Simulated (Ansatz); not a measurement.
# LiF: rattling a relaxed structure

The cell was found from a structure generator's guess, not taken from experiment.

The calculation used DFT PBE, scalar-relativistic, plane waves, PAW in Ansatz. Plane waves to 420 eV, a k mesh through Γ of 10×10×10 on the computed 4-atom cell and Gaussian smearing (0.02 eV); no spin polarisation.

The cell below (4 atoms, space group I4_1md (No. 109)) is relaxed within its symmetry.

```xyz
4
Lattice="-1.5833 1.5833 5.3748 1.5833 -1.5833 5.3748 1.5833 1.5833 -5.3748" Properties=species:S:1:pos:R:3 pbc="T T T"
Li    0.0000    0.0000    6.2749
Li    1.5833    0.0000    3.5875
F     0.0000    0.0000    4.4747
F     1.5833    0.0000    1.7873
```

For the test a repeat of it with 8 atoms (edges 3.17, 5.82, 6.33 Å) was strained at random (σ = 1.5 % a component), the atoms were moved at random (σ = 0.05 Å), and all was relaxed again on a coarse 4×4×2 mesh (in the run’s order of axes) with 0.10 eV smearing, with no symmetry imposed.

Problem. Does it come back?

Solution. It doesn't return. The energy falls by 142 meV/atom on that mesh, the volume changes by -22.9 %, and the end has space group F-43m (No. 216) at a loose tolerance. Relaxed again on a 10×10×10 mesh with 0.02 eV smearing, the new structure lies 142 meV/atom below the first (mesh in the axes of the run's cell; the cell below is made exact in the group named). Space group F-43m (No. 216), cubic, a = 4.365 Å. Around Li lie 4 F at 1.89 Å; F has 4 Li at 1.89 Å.

```xyz
2
Lattice="0.0000 2.1824 2.1824 2.1824 0.0000 2.1824 2.1824 2.1824 0.0000" Properties=species:S:1:pos:R:3 pbc="T T T"
Li    1.0912    1.0912    1.0912
F     0.0000    0.0000    0.0000
```
